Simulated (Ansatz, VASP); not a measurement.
## Two plane-wave programs on Si2N

INCAR

```
PREC = Accurate
ENCUT = 520
EDIFF = 1E-6
ISMEAR = 0
SIGMA = 0.1
LREAL = False
LASPH = True
NELM = 60
ALGO = Normal
ISIF = 2
LWAVE = False
LCHARG = False
GGA = PE
NBANDS = 22
```

File KPOINTS:

```
Automatic mesh
0
Gamma
  4 4 4
```

POSCAR

```
Si2N
1.0
    4.3657926477      0.0000000000      0.0000000000
    0.0000000000      4.3657926477      0.0000000000
    0.0000000000      0.0000000000      4.3657926477
Si N
4 2
Direct
    0.2500000000      0.2500000000      0.2500000000
    0.2500000000      0.7500000000      0.7500000000
    0.7500000000      0.7500000000      0.2500000000
    0.7500000000      0.2500000000      0.7500000000
    0.0000000000      0.0000000000      0.0000000000
    0.5000000000      0.5000000000      0.5000000000
```

Input for Ansatz:

```yaml
crystal:
  lattice:
    - [4.3657926477, 0.0, 0.0]
    - [0.0, 4.3657926477, 0.0]
    - [0.0, 0.0, 4.3657926477]
  atoms:
    - { symbol: Si, position: [0.25, 0.25, 0.25] }
    - { symbol: Si, position: [0.25, 0.75, 0.75] }
    - { symbol: Si, position: [0.75, 0.75, 0.25] }
    - { symbol: Si, position: [0.75, 0.25, 0.75] }
    - { symbol: "N", position: [0.0, 0.0, 0.0] }
    - { symbol: "N", position: [0.5, 0.5, 0.5] }
basis:
  ecutwfc: 420
kpoints:
  mp_grid: { grid: [4, 4, 4] }
hamiltonian:
  xc: pbe
scf:
  occupations: { method: gaussian, width: 0.1 }
  lower_state_search: "off"
output:
  forces: true
  stress: true
  eigenvalues: true
```

Alike in both runs: task single point; functional PBE; k mesh 4 × 4 × 4; occupations gaussian, width 0.1 eV; no spin polarisation.

```csv
,VASP,Ansatz
version,VASP 6.6.1,Ansatz 0.2.0
potentials or method,"VASP PAW PBE potentials, release 64 (Si, N)","scalar-relativistic, plane waves, PAW"
plane-wave cutoff (eV),520,420
valence electrons in the cell,26,26
```

```tsv
	VASP	Ansatz	Ansatz less VASP
gap on the k mesh at the Fermi level (eV)	none	none	-
pressure (GPa)	-10.9	-10.9	-0.03
```

A gap of «none» marks a metal or a gap that the smearing closes.
